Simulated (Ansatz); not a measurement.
Runs of Ansatz 0.2.0 on C. The structure is hexagonal, space group P6_3/mmc (No. 194). Conventional cell: a = 2.522 Å, b = 2.522 Å, c = 8.237 Å, α = 90.00°, β = 90.00°, γ = 120.00°. C (site symmetry 3m) has 4 C at 1.54 Å as nearest neighbours. C (site symmetry 3m) is surrounded by 4 C at 1.54 Å. This is a hexagonal form of diamond, not graphite.

```tsv
level	gap on the mesh (eV)	pressure (GPa)	relaxed volume (Å³/atom)
PBEsol+D3(BJ)-ATM	4.45	0.0	5.58
PBEsol+D4	4.45	0.0	5.58
PBEsol+D3(BJ)	(a)	0.0	5.57
PBEsol	4.44	0.0	5.62
```

Alike in all rows: task relaxation of cell and atoms; potentials or basis Ansatz PAW; no spin polarisation; cell relaxed; k mesh 12 × 12 × 4; cutoff (eV) 420; smearing fermi-dirac 0.05 eV.

Q: Estimate the missing entries.

A: (a) 4.46.

Caveats: the plane-wave basis is chosen anew once the cell has moved, so the energies of steps on either side of that aren't comparable; the PAW data sets come from PBE, with cores solved anew for the run's functional, which leaves a small shift of forces and pressure.

A k mesh can miss the band edges.
